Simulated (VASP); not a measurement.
# Li (Pm-3m) in VASP: further runs

One crystal, Li, is run at these levels: optB88-vdW, vdW-DF-cx; tasks: density of states, equation of state.

Program: VASP 6.6.1. These are calculated values, not measurements. Logs are shortened: lines on timing, memory, paths and dates and some standing lists are left out, and cuts for length are marked.

## (1) The structure

Symmetry: Pm-3m, No. 221, cubic system. Conventional cell: a = 2.732 Å, b = 2.732 Å, c = 2.732 Å, α = 90.00°, β = 90.00°, γ = 90.00°. Li (site symmetry m-3m) has 6 Li at 2.73 Å as nearest neighbours.

The cell was built by a generator and needn't be a form met in nature.

## (2) Density of states, optB88-vdW

Contents of Li.cif:

```cif
data_Li
_cell_length_a 2.73227000
_cell_length_b 2.73227000
_cell_length_c 2.73227000
_cell_angle_alpha 90.00000000
_cell_angle_beta 90.00000000
_cell_angle_gamma 90.00000000
_space_group_name_H-M_alt 'Pm-3m'
_space_group_name_Hall '-P 4 2 3'
_space_group_IT_number 221
loop_
_space_group_symop_operation_xyz
'x,y,z'
'-x,-y,-z'
'-y,x,z'
'y,-x,-z'
'-x,-y,z'
'x,y,-z'
'y,-x,z'
'-y,x,-z'
'x,-y,-z'
'-x,y,z'
'-y,-x,-z'
'y,x,z'
'-x,y,-z'
'x,-y,z'
'y,x,-z'
'-y,-x,z'
'z,x,y'
'-z,-x,-y'
'z,-y,x'
'-z,y,-x'
'z,-x,-y'
'-z,x,y'
'z,y,-x'
'-z,-y,x'
'-z,x,-y'
'z,-x,y'
'-z,-y,-x'
'z,y,x'
'-z,-x,y'
'z,x,-y'
'-z,y,x'
'z,-y,-x'
'y,z,x'
'-y,-z,-x'
'x,z,-y'
'-x,-z,y'
'-y,z,-x'
'y,-z,x'
'-x,z,y'
'x,-z,-y'
'-y,-z,x'
'y,z,-x'
'-x,-z,-y'
'x,z,y'
'y,-z,-x'
'-y,z,x'
'x,-z,y'
'-x,z,-y'
loop_
_atom_site_label
_atom_site_type_symbol
_atom_site_symmetry_multiplicity
_atom_site_Wyckoff_symbol
_atom_site_fract_x
_atom_site_fract_y
_atom_site_fract_z
_atom_site_occupancy
Li1 Li 1 b 0.5000000000 0.5000000000 0.5000000000 1
```

Contents of POSCAR:

```
Li
 1.0000000000000000
     2.7322700000000002    0.0000000000000000    0.0000000000000000
     0.0000000000000000    2.7322700000000002    0.0000000000000000
     0.0000000000000000    0.0000000000000000    2.7322700000000002
 Li 
   1
Cartesian
  1.3661350000000001  1.3661350000000001  1.3661350000000001
```

Contents of INCAR.step1:

```
SYSTEM = Li
PREC = Accurate ; ENCUT = 520
EDIFF = 1E-6 ; ISMEAR = 0
SIGMA = 0.05 ; LREAL = .FALSE.
LASPH = .TRUE. ; NELM = 80
ALGO = Normal ; ISIF = 2
LWAVE = .FALSE. ; LCHARG = .TRUE.
GGA = BO ; LUSE_VDW = .TRUE.
AGGAC = 0.0 ; PARAM1 = 0.1833333333
PARAM2 = 0.22 ; NBANDS = 8
```

Contents of KPOINTS.step1:

```
regular mesh
0
G
  10 10 10
  0 0 0
```

Contents of INCAR.step2:

```
SYSTEM = Li
PREC = Accurate ; ENCUT = 520
EDIFF = 1E-6 ; ISMEAR = -5
SIGMA = 0.05 ; LREAL = .FALSE.
LASPH = .TRUE. ; NELM = 80
ALGO = Normal ; ISIF = 2
LWAVE = .FALSE. ; LCHARG = .FALSE.
GGA = BO ; LUSE_VDW = .TRUE.
AGGAC = 0.0 ; PARAM1 = 0.1833333333
PARAM2 = 0.22 ; LORBIT = 10
NBANDS = 8 ; NEDOS = 2001
ICHARG = 11
```

Contents of KPOINTS.step2:

```
regular mesh
0
G
  15 15 15
  0 0 0
```

Potentials or basis: VASP PAW PBE potentials, release 54 (Li_sv).

Started as:

```bash
$ ase convert -i cif -o vasp Li.cif POSCAR
$ cat potpaw_PBE.54/Li_sv/POTCAR > POTCAR
$ cp INCAR.step1 INCAR
$ cp KPOINTS.step1 KPOINTS
$ mpirun -np 1 vasp_std > vasp.out
$ cp INCAR.step2 INCAR
$ cp KPOINTS.step2 KPOINTS
$ mpirun -np 1 vasp_std > vasp.out
```

OUTCAR:

```text
SYSTEM = Li
   PREC = Accurate
   ENCUT = 520
   EDIFF = 1E-6
   ISMEAR = -5
   LREAL = .FALSE.
   LASPH = .TRUE.
   NELM = 80
   ISIF = 2
   GGA = BO
   LORBIT = 10
   ICHARG = 11

 ion  position               nearest neighbor table
   1  0.500  0.500  0.500-

  LATTYP: Found a simple cubic cell.
 ALAT       =     2.7322700000

  Lattice vectors:

 A1 = (   2.7322700000,   0.0000000000,   0.0000000000)
 A2 = (   0.0000000000,   2.7322700000,   0.0000000000)
 A3 = (   0.0000000000,   0.0000000000,   2.7322700000)

Analysis of symmetry for initial positions (statically):
=====================================================================
 Subroutine PRICEL returns:
 Original cell was already a primitive cell.

 Routine SETGRP: Setting up the symmetry group for a
 simple cubic supercell.

 Subroutine GETGRP returns: Found 48 space group operations
 (whereof 48 operations were pure point group operations)
 out of a pool of 48 trial point group operations.

The static configuration has the point symmetry O_h .

Analysis of symmetry for dynamics (positions and initial velocities):
=====================================================================
 Subroutine PRICEL returns:
 Original cell was already a primitive cell.

 Routine SETGRP: Setting up the symmetry group for a
 simple cubic supercell.

 Subroutine GETGRP returns: Found 48 space group operations
 (whereof 48 operations were pure point group operations)
 out of a pool of 48 trial point group operations.

The dynamic configuration has the point symmetry O_h .

 Subroutine INISYM returns: Found 48 space group operations
 (whereof 48 operations are pure point group operations),
 and found     1 'primitive' translations

----------------------------------------------------------------------------------------

                                     Primitive cell

  volume of cell :      20.3972

  direct lattice vectors                    reciprocal lattice vectors
     2.732270000  0.000000000  0.000000000     0.365996040  0.000000000  0.000000000
     0.000000000  2.732270000  0.000000000     0.000000000  0.365996040  0.000000000
     0.000000000  0.000000000  2.732270000     0.000000000  0.000000000  0.365996040

  length of vectors
     2.732270000  2.732270000  2.732270000     0.365996040  0.365996040  0.365996040

  position of ions in fractional coordinates (direct lattice)
     0.500000000  0.500000000  0.500000000

  ion indices of the primitive-cell ions
   primitive index   ion index
                 1           1

----------------------------------------------------------------------------------------

 KPOINTS: regular mesh

Automatic generation of k-mesh.
 Grid dimensions read from file:
 generate k-points for:   15   15   15

 Generating k-lattice:

  Cartesian coordinates                     Fractional coordinates (reciprocal lattice)
     0.024399736  0.000000000  0.000000000     0.066666667  0.000000000  0.000000000
     0.000000000  0.024399736  0.000000000     0.000000000  0.066666667  0.000000000
     0.000000000  0.000000000  0.024399736     0.000000000  0.000000000  0.066666667

  Length of vectors
     0.024399736  0.024399736  0.024399736

  Shift w.r.t. Gamma in fractional coordinates (k-lattice)
     0.000000000  0.000000000  0.000000000

 TETIRR: Found   1667 inequivalent tetrahedra from    20250

 Subroutine IBZKPT returns following result:
 ===========================================

 Found    120 irreducible k-points:

 Following reciprocal coordinates:
            Coordinates               Weight
  0.000000  0.000000  0.000000      1.000000
  0.066667  0.000000  0.000000      6.000000
  0.133333  0.000000  0.000000      6.000000
  0.200000  0.000000  0.000000      6.000000
  0.266667  0.000000  0.000000      6.000000
  0.333333  0.000000  0.000000      6.000000
[... 16 lines left out ...]
  0.266667  0.200000  0.000000     24.000000
  0.333333  0.200000  0.000000     24.000000
 [... further k-points ...]
   k-points           NKPTS =    120   k-points in BZ     NKDIM =    120   number of bands    NBANDS=      8
   number of dos      NEDOS =   2001   number of ions     NIONS =      1
   total plane-waves  NPLWV =   8000
   dimension x,y,z NGX =    20 NGY =   20 NGZ =   20
   dimension x,y,z NGXF=    40 NGYF=   40 NGZF=   40
   ions per type =               1
   NGX,Y,Z   is equivalent  to a cutoff of  12.17, 12.17, 12.17 a.u.
   NGXF,Y,Z  is equivalent  to a cutoff of  24.34, 24.34, 24.34 a.u.
 SYSTEM =  Li
   PREC   = accura    normal or accurate (medium, high low for compatibility)
   ISTART =      0    job   : 0-new  1-cont  2-samecut
   ICHARG =     11    charge: 1-file 2-atom 10-const
   ISPIN  =      1    spin polarized calculation?
   LNONCOLLINEAR =      F non collinear calculations
   LSORBIT =      F    spin-orbit coupling
   LASPH  =      T    aspherical Exc in radial PAW
   ENCUT  =  520.0 eV  38.22 Ry    6.18 a.u.   5.08  5.08  5.08*2*pi/ulx,y,z
   NELM   =     80;   NELMIN=  2; NELMDL=  0     # of ELM steps
   EDIFF  = 0.1E-05   stopping-criterion for ELM
   LREAL  =      F    real-space projection
   EDIFFG = 0.1E-04   stopping-criterion for IOM
   NSW    =      0    number of steps for IOM
   IBRION =     -1    ionic relax: 0-MD 1-quasi-New 2-CG
   NFREE  =      0    steps in history (QN), initial steepest desc. (CG)
   ISIF   =      2    stress and relaxation
   ISYM   =      2    0-nonsym 1-usesym 2-fastsym
   POTIM  = 0.5000    time-step for ionic-motion
   TEBEG  =    0.0;   TEEND  =   0.0 temperature during run
   PSTRESS=    0.0 pullay stress
   NELECT =       3.0000    total number of electrons
   NUPDOWN=      -1.0000    fix difference up-down
   EMIN   =  10.00;   EMAX   =-10.00  energy-range for DOS
   EFERMI =   0.00;   METHOD = LEGACY
   ISMEAR =    -5;   SIGMA  =   0.05  broadening in eV -4-tet -1-fermi 0-gaus
   EFERMI_NEDOS =   21; number of points for ismear=-14 and -15
   IALGO  =     38    algorithm
   IMIX   =      4    mixing-type and parameters
     AMIX     =   0.40;   BMIX     =  1.00
     AMIX_MAG =   1.60;   BMIX_MAG =  1.00
  volume/ion in A,a.u.               =      20.40       137.65
  Fermi-wavevector in a.u.,A,eV,Ry     =   0.864155  1.633016 10.160339  0.746764
  Thomas-Fermi vector in A             =   1.982210
   LORBIT       =     10    0 simple, 1 ext, 2 COOP (PROOUT), +10 PAW based schemes
   GGA     = BO    functional components
   LHFCALC =     F    Hartree Fock is set to
   AEXX    =    0.0000 exact exchange contribution
   IVDW_NL    =     1    kernel type
   BPARAM     = 6.3000
   IVDW    =     0    specifies the selected vdW correction
   LEPSILON=     F    determine dielectric tensor
   LRPA    =     F    only Hartree local field effects (RPA)
 non-spin polarized calculation
 Fermi weights with tetrahedron method with Bloechl corrections
  energy-cutoff  :      520.00
  volume of cell :       20.40
 maximum number of plane-waves:       558

 number of electron       3.0000009 magnetization

 Free energy of the ion-electron system (eV)
  ---------------------------------------------------
  ext. energy  EPLUGINS =         0.00000000
  ---------------------------------------------------
  free energy    TOTEN  =        -0.85966404 eV

  energy without entropy =       -0.85966404  energy(sigma->0) =       -0.85966404

 E-fermi :   0.5660     XC(G=0):  -7.0060

 val. band max:        0.5335825398   @ k =   0.4667   0.2000   0.0000
 cond. band min:       0.5848280666   @ k =   0.4000   0.2667   0.0667
 fundamental gap:      0.0512455268
 Fermi energy:         0.5659692247

 k-point     1 :       0.0000    0.0000    0.0000
  band No.  band energies     occupation
      1     -46.6731      2.00000
      2      -2.9165      2.00000
      3      12.4344      0.00000
      4      12.4344      0.00000
      5      12.4344      0.00000
      6      14.9180      0.00000
      7      14.9180      0.00000
      8      21.0652      0.00000

 k-point     2 :       0.0667    0.0000    0.0000
  band No.  band energies     occupation
      1     -46.6723      2.00000
      2      -2.8509      2.00000
      3      11.2480      0.00000
      4      12.5112      0.00000
      5      12.5112      0.00000
      6      15.0059      0.00000
      7      16.1996      0.00000
      8      21.0035      0.00000

 k-point     3 :       0.1333    0.0000    0.0000
  band No.  band energies     occupation
      1     -46.6698      2.00000
      2      -2.6533      2.00000
      3       9.4487      0.00000
      4      12.7400      0.00000
      5      12.7400      0.00000
      6      15.2692      0.00000
      7      18.1714      0.00000
      8      20.9558      0.00000

 k-point     4 :       0.2000    0.0000    0.0000
  band No.  band energies     occupation
      1     -46.6661      2.00000
      2      -2.3267      2.00000
      3       7.7066      0.00000
      4      13.1135      0.00000
      5      13.1135      0.00000
      6      15.7066      0.00000
      7      19.3790      0.00000
      8      21.6967      0.00000

 k-point     5 :       0.2667    0.0000    0.0000
  band No.  band energies     occupation
      1     -46.6619      2.00000
      2      -1.8783      2.00000
      3       6.1074      0.00000
      4      13.6139      0.00000
      5      13.6139      0.00000
      6      16.3149      0.00000
      7      19.3469      0.00000
      8      23.5344      0.00000
[... 177 lines left out ...]
 k-point    22 :       0.2000    0.2000    0.0000
  band No.  band energies     occupation
      1     -46.6592      2.00000
      2      -1.7141      2.00000
      3       7.2551      0.00000
      4       9.8572      0.00000
      5      13.7839      0.00000
      6      17.7948      0.00000
      7      19.5360      0.00000
      8      22.8271      0.00000

 k-point    23 :       0.2667    0.2000    0.0000
  band No.  band energies     occupation
      1     -46.6551      2.00000
      2      -1.2478      2.00000
      3       6.2130      0.00000
      4       9.8471      0.00000
      5      14.2758      0.00000
      6      16.7521      0.00000
      7      19.7831      0.00000
      8      24.0134      0.00000

 k-point    24 :       0.3333    0.2000    0.0000
  band No.  band energies     occupation
      1     -46.6511      2.00000
      2      -0.6692      2.00047
      3       4.9816      0.00000
      4      10.3177      0.00000
      5      14.8521      0.00000
      6      15.4809      0.00000
      7      20.1119      0.00000
      8      23.2972      0.00000

 [... further k-points ...]

------------------------ aborting loop because EDIFF is reached ----------------------------------------

  FORCE on cell =-STRESS in cart. coord.  units (eV):
  Direction    XX          YY          ZZ          XY          YZ          ZX
  --------------------------------------------------------------------------------------
  -------------------------------------------------------------------------------------
  Total       -0.0343103     -0.0343103     -0.0343103      0.0000000      0.0000000     -0.0000000
  in kB       -2.6950334     -2.6950334     -2.6950334      0.0000000      0.0000000     -0.0000000
  external PRESSURE =      -2.6950334 kB  Pullay stress =       0.0000000 kB

 VOLUME and BASIS-vectors are now :
 -----------------------------------------------------------------------------
  energy-cutoff  :      520.00
  volume of cell :       20.40
      direct lattice vectors                 reciprocal lattice vectors
     2.732270000  0.000000000  0.000000000     0.365996040  0.000000000  0.000000000
     0.000000000  2.732270000  0.000000000     0.000000000  0.365996040  0.000000000
     0.000000000  0.000000000  2.732270000     0.000000000  0.000000000  0.365996040

 POSITION                                       TOTAL-FORCE (eV/Angst)
 -----------------------------------------------------------------------------------
      1.36614      1.36614      1.36614         0.000000      0.000000      0.000000
 -----------------------------------------------------------------------------------
    total drift:                                0.000000      0.000000      0.000000

  FREE ENERGIE OF THE ION-ELECTRON SYSTEM (eV)
  ---------------------------------------------------
  free  energy   TOTEN  =        -0.8596640448 eV

  energy  without entropy=       -0.8596640448  energy(sigma->0) =       -0.85966404

Total vdW correction in eV:      0.6475313

 total charge

# of ion       s       p       d       tot
------------------------------------------
    1        2.032   0.057   0.000   2.089
```

Run time: 19 s. Hardware: 1 thread of Intel Xeon Platinum 8488C (Sapphire Rapids), shared host; peak memory 0.22 GiB.

Results:

- Valence electrons inside the program's atomic spheres: Li 2.09

States per cell in windows of 0.5 eV (zero at the Fermi level; states under -8 eV left out):
```csv
from (eV),total,Li1_p,Li1_s,Li1_d
-8.0,0.00,0.00,0.00,0.00
-7.5,0.00,0.00,0.00,0.00
-7.0,0.00,0.00,0.00,0.00
-6.5,0.00,0.00,0.00,0.00
-6.0,0.00,0.00,0.00,0.00
-5.5,0.00,0.00,0.00,0.00
-5.0,0.00,0.00,0.00,0.00
-4.5,0.00,0.00,0.00,0.00
-4.0,0.00,0.00,0.00,0.00
-3.5,0.04,0.00,0.00,0.00
-3.0,0.09,0.00,0.01,0.00
-2.5,0.12,0.00,0.01,0.00
-2.0,0.14,0.01,0.01,0.00
-1.5,0.17,0.01,0.01,0.00
-1.0,0.22,0.02,0.01,0.00
-0.5,0.22,0.02,0.01,0.00
0.0,0.18,0.02,0.00,0.00
0.5,0.17,0.02,0.00,0.00
1.0,0.15,0.02,0.00,0.00
1.5,0.13,0.02,0.00,0.00
2.0,0.17,0.02,0.01,0.00
2.5,0.29,0.03,0.02,0.00
3.0,0.40,0.06,0.02,0.00
3.5,0.36,0.07,0.01,0.00
4.0,0.28,0.06,0.01,0.00
4.5,0.25,0.06,0.01,0.00
5.0,0.20,0.05,0.00,0.00
5.5,0.14,0.04,0.00,0.00
6.0,0.11,0.02,0.00,0.00
6.5,0.16,0.04,0.00,0.00
7.0,0.28,0.07,0.01,0.00
7.5,0.29,0.06,0.01,0.00
```

Caveat: the cutoff is under 1.25 times the usual one of these potentials, so pressure, stress and relaxed cells hold a basis-set (Pulay) error; the PAW data sets were made with another functional, which shifts forces and pressure a little; tetrahedron occupations give inexact forces and stress in metals.

## (3) Equation of state, vdW-DF-cx (cell strained at random at fixed volume)

Contents of run.py:

```python
from ase import Atoms
from ase.calculators.vasp import Vasp
from ase.eos import EquationOfState
from ase.io import Trajectory
from ase.units import GPa

atoms = Atoms(
    ['Li'],
    cell=[[2.726555, -0.014335, -0.031405], [-0.014335, 2.722138, -0.009395], [-0.031405, -0.009395, 2.748659]],
    scaled_positions=[[0.494164, 0.506232, 0.502203]],
    pbc=True,
)
calc = Vasp(
    directory='calc',
    xc='vdw-df-cx',
    pp='PBE',
    setups='recommended',
    prec='Accurate',
    encut=520,
    ediff=1e-06,
    ismear=-5,
    sigma=0.05,
    lreal=False,
    lasph=True,
    nelm=60,
    algo='Normal',
    isif=2,
    lwave=False,
    lcharg=False,
    kpts=[10, 10, 10],
    gamma=True,
)
atoms.calc = calc
cell = atoms.cell.copy()
volumes, energies = [], []
traj = Trajectory('eos.traj', 'w')
for x in [0.94, 0.96, 0.98, 1.0, 1.02, 1.04, 1.06]:
    atoms.set_cell(cell * x ** (1 / 3), scale_atoms=True)
    volumes.append(atoms.get_volume())
    energies.append(atoms.get_potential_energy())
    traj.write(atoms)
    print(f'{x:5.2f} {volumes[-1]:12.5f} {energies[-1]:14.6f}')

v0, e0, B = EquationOfState(volumes, energies, eos='birchmurnaghan').fit()
print(f'V0 = {v0:.4f} A^3, E0 = {e0:.6f} eV, B = {B / GPa:.2f} GPa')
```

Potentials or basis: VASP PAW PBE potentials, release 64 (Li_sv).

Started as:

```bash
$ python run.py
```

It took 2.3 min on 1 thread of Intel Xeon Platinum 8488C (Sapphire Rapids), shared host; peak memory 0.29 GiB.

Results (log left out):

```yaml
Equilibrium_volume: 21.38 Å³/atom
Bulk_modulus_at_fixed_shape_and_positions: 11.5 GPa
Pressure_derivative_of_the_bulk_modulus: 3.3
```

Energy against volume, from the lowest point:
| volume (Å³/atom) | energy (meV/atom) |
| --- | --- |
| 19.173 | 9.44 |
| 19.581 | 6.07 |
| 19.989 | 3.50 |
| 20.397 | 1.68 |
| 20.805 | 0.51 |
| 21.213 | 0.00 |
| 21.621 | 0.05 |

Caveat: the cutoff is under 1.25 times the usual one of these potentials, so pressure, stress and relaxed cells hold a basis-set (Pulay) error; the cell was scaled at fixed shape and fractional positions, which overstates the stiffness of a crystal with free parameters, most of all of layers and chains; the PAW data sets were made with another functional, which shifts forces and pressure a little.
